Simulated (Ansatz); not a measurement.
**How far PBE and r2SCAN part for LaAlO3, pressure −2 GPa**

The reference is LaAlO3 (space group R-3c, No. 167; a = 5.412 Å, c = 13.193 Å (hexagonal axes)).

(Cell as relaxed with PBE.)

Levels (all Ansatz, a first-principles code, PAW, earlier PAW set): PBE (420 eV, spin-orbit coupling left out); r2SCAN (500 eV, no spin-orbit coupling).

Each level relaxes its own structure.

```json
[
 {"base": "volume per atom", "PBE": "11.16 Å³", "r2SCAN": "10.90 Å³"},
 {"base": "lattice parameter a", "PBE": "5.412 Å", "r2SCAN": "5.367 Å"},
 {"base": "band gap", "PBE": "4.02 eV", "r2SCAN": "4.38 eV"}
]
```

It is then changed as follows: hydrostatic tension (pressure −2 GPa).

| quantity | PBE | r2SCAN |
|---|---|---|
| shift of the gap caused by the change | +0.01 eV | +0.01 eV |
| band gap | 4.03 eV | 4.40 eV |
| volume per atom | 11.28 Å³ | 11.01 Å³ |

PBE's band gap lies 0.363 eV below r2SCAN's; PBE's volume per atom lies 0.27 Å³ above r2SCAN's (2.5 %); the two agree on the shift of the gap caused by the change. Neither level is exact; r2SCAN is the comparison here, not a measurement.

Load acts through the strain it causes; cell and atoms are relaxed under it. Whether these cells are dynamically stable was not tested.
